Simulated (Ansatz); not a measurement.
## Calculated ¹¹⁹Sn Mössbauer parameters for SnO2

Cell: a computed structure from the Materials Project (it need not be an observed phase), its atoms then relaxed with PBE in this cell.

```cif
data_SnO2
_symmetry_space_group_name_H-M 'Pnnm'
_symmetry_Int_Tables_number 58
_cell_length_a 4.7880
_cell_length_b 4.8666
_cell_length_c 3.2409
_cell_angle_alpha 90.000
_cell_angle_beta 90.000
_cell_angle_gamma 90.000
loop_
_atom_site_label
_atom_site_type_symbol
_atom_site_symmetry_multiplicity
_atom_site_Wyckoff_symbol
_atom_site_fract_x
_atom_site_fract_y
_atom_site_fract_z
Sn Sn 2 a 0.5000 0.5000 0.5000
O O 4 g 0.3042 0.3089 0.0000
```

One atom of each set is listed.

Computed with Ansatz: DFT, PBE, plane waves and PAW, scalar-relativistic, 420 eV cutoff, Γ-centred 7×7×10 k-points, Fermi–Dirac smearing 0.01 eV.

Isomer shifts (against SnO₂) follow from the electron density at the nucleus, δ = α(ρ − ρ₀), with α = 0.099 mm s⁻¹ a₀³ and ρ₀ = 183191.44 a₀⁻³ from a line fitted to 8 measured compounds at this level of theory (rms miss 0.12 mm/s). ΔE_Q = ½eQV_zz(1 + η²/3)^½ with Q = -0.132 b for the 23.9 keV state.

Task: Where do the absorption lines lie?

Result: Sn (2 atoms a cell): δ = 0.06, |ΔE_Q| = 0.48 mm/s, a doublet at -0.18 and 0.30 mm/s.

Without spin–orbit coupling (the program notes it for Sn) the gradients can shift somewhat, as the gap is small.

The relaxation (4 steps) took 1.7 min of wall time (1.7 min of CPU time) and 0.51 GiB at its peak, on 1 thread of Arm Neoverse N1 (aarch64; 36 cores open to the job, memory cap 3.0 GiB, no GPU), a shared host with a load of 0.8 a core.
